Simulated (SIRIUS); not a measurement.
Runs of SIRIUS 7.12.0 on C. Symmetry: Fd-3m, No. 227, cubic system. Conventional cell: a = 3.567 Å, b = 3.567 Å, c = 3.567 Å, α = 90.00°, β = 90.00°, γ = 90.00°. Around C (site symmetry -43m) lie 4 C at 1.54 Å. This isn't the form of C at room conditions, which is graphite.

| task | level | potentials or basis | spin | cutoff (eV) | smearing | muffin tin radii | basis cutoff (gk_cutoff) | local orbitals (radial functions) | reference energy of the basis | smallest sphere radius times basis cutoff | gap on the mesh (eV) | V0 of scaled cells (Å³/atom) | B0 (GPa) |
| --- | --- | --- | --- | --- | --- | --- | --- | --- | --- | --- | --- | --- | --- |
| single point | PBEsol | all-electron FP-LAPW, apw+lo standard | off | 321 | fermi-dirac 0.05 eV | C 1.4 bohr | 4.86 1/bohr | C 10 | 0.44 Ha | 6.8 | 4.02 | - | - |
| band structure | AM05 | all-electron FP-LAPW, apw+lo rich | collinear, zero start | 308 | gaussian 0.05 eV | C 1.43 bohr | 4.76 1/bohr | C 19 | 0.44 Ha | 6.81 | 4.03 | - | - |
| equation of state | PBEsol | all-electron FP-LAPW, apw+lo standard | off | 321 | fermi-dirac 0.05 eV | C 1.4 bohr | 4.86 1/bohr | C 10 | - | 6.8 | - | 5.61 | (b) |
| equation of state | LDA | all-electron FP-LAPW, apw+lo standard | off | 321 | fermi-dirac 0.05 eV | C 1.4 bohr | 4.86 1/bohr | C 10 | - | 6.8 | - | (a) | 469 |
| single point | PBE | all-electron FP-LAPW, apw+lo standard | off | 308 | fermi-dirac 0.1 eV | C 1.43 bohr | 4.76 1/bohr | C 10 | 0.44 Ha | 6.81 | 4.15 | - | - |
| single point | PBE | all-electron FP-LAPW, apw+lo standard | off | 308 | fermi-dirac 0.2 eV | C 1.43 bohr | 4.76 1/bohr | C 10 | 0.44 Ha | 6.81 | 4.15 | - | - |
| single point | PBE | all-electron FP-LAPW, apw+lo standard | off | 308 | fermi-dirac 0.3 eV | C 1.43 bohr | 4.76 1/bohr | C 10 | 0.44 Ha | 6.81 | 4.15 | - | - |

Alike in all rows: cell as given; k mesh 13 × 13 × 13.

**Question.** Fill in the values left out.

**Answer.** (a) 5.51; (b) 451.

Caveats: an odd mesh through Γ misses points on the zone boundary, where band edges often lie (some runs).

Not every run made on this cell is shown here.
